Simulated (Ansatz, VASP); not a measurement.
AlN: VASP beside Ansatz

Contents of POSCAR:

```
AlN
1.0
    0.0000000000      1.9327921000      2.0853809500
    1.9327921000      0.0000000000      2.0853809500
    1.9327921000      1.9327921000      0.0000000000
Al N
1 1
Direct
    0.5000000000      0.5000000000      0.5000000000
    0.0000000000      0.0000000000      0.0000000000
```

Contents of INCAR.step1:

```
  ALGO = Normal
  EDIFF = 1E-4
  ENCUT = 520
  GGA = PE
  ISMEAR = 0
  LASPH = True
  LCHARG = False
  LREAL = False
  LWAVE = True
  NBANDS = 11
  NELM = 100
  PREC = Accurate
  SIGMA = 0.05
```

File INCAR.step2:

```
  ALGO = Normal
  EDIFF = 1E-6
  ENCUT = 520
  ISIF = 2
  ISMEAR = 0
  ISTART = 1
  LASPH = True
  LCHARG = False
  LMIXTAU = True
  LREAL = False
  LWAVE = False
  METAGGA = R2SCAN
  NBANDS = 11
  NELM = 100
  PREC = Accurate
  SIGMA = 0.05
```

The input KPOINTS:

```
k-points
0
Gamma
  10 10 10
```

Input for Ansatz:

```yaml
crystal:
  lattice:
    - [0.0, 1.9327921, 2.08538095]
    - [1.9327921, 0.0, 2.08538095]
    - [1.9327921, 1.9327921, 0.0]
  atoms:
    - { symbol: Al, position: [0.5, 0.5, 0.5] }
    - { symbol: "N", position: [0.0, 0.0, 0.0] }
basis:
  ecutwfc: 500
kpoints:
  mp_grid: { grid: [10, 10, 10] }
hamiltonian:
  xc: r2scan
scf:
  occupations: { method: gaussian, width: 0.05 }
output:
  forces: true
  stress: true
  eigenvalues: true
```

Change from the starting cell: strain -0.050 along x and y, +0.025 along z, atoms carried along.

Alike in both runs: task single point; functional r2SCAN; k mesh 10 × 10 × 10; occupations gaussian, width 0.05 eV; no spin polarisation.

```csv
,VASP,Ansatz
version,VASP 6.6.1,Ansatz 0.2.0
potentials or method,"VASP PAW PBE potentials, release 64 (Al, N)","scalar-relativistic, plane waves, PAW"
plane-wave cutoff (eV),520,500
valence electrons in the cell,8,8
```

|  | VASP | Ansatz | Ansatz less VASP |
| --- | --- | --- | --- |
| gap on the k mesh at the Fermi level (eV) | 5.40 | 5.43 | +0.037 |
| least direct gap on the mesh (eV) | 6.97 | 6.92 | -0.048 |
| pressure (GPa) | 19.3 | 20.1 | +0.80 |
| largest component of the traceless stress (GPa) | 18.54 | 18.26 | -0.283 |

Caveats: so large a pressure means that the cell lies far from this level's equilibrium, or that cutoff or potentials fall short (VASP); the potentials were made for another functional, which shifts forces and pressure (VASP). A k mesh can miss the band edges.
